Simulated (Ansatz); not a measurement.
BAs (zincblende) under strain

BAs in the zincblende structure, relaxed with r2SCAN in the PAW code Ansatz. Space group F-43m (No. 216), cubic; a = 4.784 Å in the conventional setting, 13.68 Å³ an atom. Around B lie 4 As at 2.07 Å; around As lie 4 B at 2.07 Å.

The axes x, y and z are those of this cell:
```
CELL_PARAMETERS angstrom
0.00000 2.39187 2.39187
2.39187 0.00000 2.39187
2.39187 2.39187 0.00000
ATOMIC_POSITIONS crystal
B 0.00000 0.00000 0.00000
As 0.25000 0.25000 0.25000
```

Unstrained: With PBE the valence top lies at Γ and the conduction bottom at Γ–X (0.80 of the way from Γ), 1.188 eV higher; the smallest vertical gap, at Γ, is 3.276 eV. With r2SCAN the valence top lies at Γ and the conduction bottom at Γ–X (0.80 of the way from Γ), 1.375 eV higher; the smallest vertical gap, at Γ, is 3.437 eV. With HSE06 the valence top lies at Γ and the conduction bottom at Γ–X (0.80 of the way from Γ), 1.833 eV higher; the smallest vertical gap, at Γ, is 4.112 eV. Meshes: PBE 10×10×10, r2SCAN 10×10×10, HSE06 6×6×6. Strains are changes of length per length, and xy shears are angles. After each strain the atoms were relaxed again with r2SCAN within the symmetry that the strain leaves, so tilts or polar shifts that break it weren't tested; points keep the names that they have in the unstrained zone. Calculated for a static, non-magnetic cell.

Changes of the least gap in eV (an overlap counts as a negative gap):

| strain | volume change (%) | space group | PBE | r2SCAN | HSE06 | G0W0@PBE (mesh) | energy rise, r2SCAN (meV/atom) |
| --- | --- | --- | --- | --- | --- | --- | --- |
| xy shear, engineering strain (angle) -3.0 % | 0.0 | Imm2 | -0.195 | -0.204 | -0.199 | -0.31 | 6.1 |
| epitaxial -0.5 % in the xy plane, free normal strain +0.25 % | -0.7 | I-4m2 | -0.064 | -0.069 | -0.067 | -0.06 | 0.7 |
| uniaxial -5.0 % along x | -5.0 | I-4m2 | -0.831 | – | -0.869 | -0.83 | – |
| uniaxial -1.0 % along [111] | -1.0 | R3m | -0.064 | -0.068 | -0.066 | -0.06 | 1.5 |
| isotropic -0.5 % on every length | -1.5 | F-43m | -0.015 | -0.016 | -0.015 | -0.01 | 1.4 |

Unstrained, G0W0@PBE with 114 empty bands, a screening cutoff of 150 eV and a 6×6×6 mesh gives 1.91 eV on its mesh; the band count follows the volume. The G0W0 figures hold for the stated bands, cutoff and mesh and aren't extrapolated.

Xy shear, engineering strain (angle) -3.0 %. HSE06: the gap goes from 1.833 to 1.634 eV (-0.199 eV); the edges go from Γ → Γ–X (0.80) to Γ → Γ–X (0.85); with r2SCAN the top three valence levels at Γ, degenerate before, become 1+1+1 from the top over 232 meV. Stress change with r2SCAN, compression positive: xx +0.17, yy +0.17, zz -0.01, xy +4.73 GPa.

Epitaxial -0.5 % in the xy plane, free normal strain +0.25 %. HSE06: the gap goes from 1.833 to 1.766 eV (-0.067 eV); with r2SCAN the top three valence levels at Γ, degenerate before, become 2+1 from the top over 78 meV. Stress change with r2SCAN, compression positive: xx +1.65, yy +1.65, zz -0.06 GPa.

Uniaxial -5.0 % along x, other directions held. HSE06: the gap goes from 1.833 to 0.964 eV (-0.869 eV); with HSE06 the top three valence levels at Γ, degenerate before, become 1+2 from the top over 510 meV. Stress change with PBE, compression positive: xx +14.70, yy +4.55, zz +4.55 GPa.

Uniaxial -1.0 % along [111], other directions held. HSE06: the gap goes from 1.833 to 1.767 eV (-0.066 eV); with r2SCAN the top three valence levels at Γ, degenerate before, become 1+2 from the top over 80 meV. Stress change with r2SCAN, compression positive: xx +1.46, yy +1.46, zz +1.46, xy +1.08, xz +1.08, yz +1.08 GPa.

Isotropic -0.5 % on every length. HSE06: the gap goes from 1.833 to 1.818 eV (-0.015 eV). Stress change with r2SCAN, compression positive: xx +2.19, yy +2.19, zz +2.19 GPa. For HSE06, dE_g/d ln V = 1.0 eV over this step.

The runs are scalar-relativistic, without spin-orbit coupling.

Where an edge lies off the special points, it is a point of the mesh or the k point where a search put PBE's edge or least direct gap, reused for the other functionals, whose own edges may lie a little apart.

The meshes of the hybrids are coarse, so their gaps aren't converged to the digits shown.

The splittings at Γ are without spin-orbit coupling, which regroups them where it is of like size or larger.
